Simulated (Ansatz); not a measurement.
**CsBr: excitons and shallow donors from band masses and screening**

All numbers below come from DFT PBE, scalar-relativistic, plane waves, PAW (Ansatz).

Plane waves to 420 eV, a k mesh through Γ of 6×6×6 on the computed 2-atom cell and Gaussian smearing (0.02 eV); no spin polarisation.

Relaxed cell: Pm-3m, a = 4.389 Å, b = 4.389 Å, c = 4.389 Å, α = 90.00°, β = 90.00°, γ = 90.00°, 2 atoms in the primitive cell.

The calculation gives a Kohn–Sham gap of 4.26 eV, an electron mass of 0.321 mₑ and a hole mass of 1.4 mₑ (harmonic means over x, y, z and over the bands degenerate at each edge), and ε∞ = 3.21 (independent particles, mean of the diagonal). The masses depend on direction at the band edges, which the isotropic model averages.

Problem. Estimate the binding energy and radius of a Wannier–Mott exciton and of a shallow donor, and say whether the hydrogenic model can hold.

Solution. The reduced mass is μ = mₙmₕ/(mₙ + mₕ) = 0.261 mₑ, with mₙ and mₕ the band masses. With E_b = 13.606 eV × μ/ε² and a = 0.529 Å × ε/μ (μ in mₑ) the exciton has E_b = 344 meV and a = 6.5 Å. For a donor μ is the electron mass: 422 meV and 5.3 Å. The radius isn't large against the shortest lattice vector (4.39 Å), so the continuum picture is doubtful and the numbers are only a scale. In a polar crystal the ions screen too, so a state bound more weakly than an optical phonon feels the larger static constant, which lowers the energy and widens the orbit. The other way, the small Kohn–Sham gap and the missing local fields make ε∞ too large and the masses tend to be too light, which underbinds. The edges lie at different points of the zone, so the exciton is indirect.

Spin-orbit coupling is left out, which matters for the bands of heavy elements.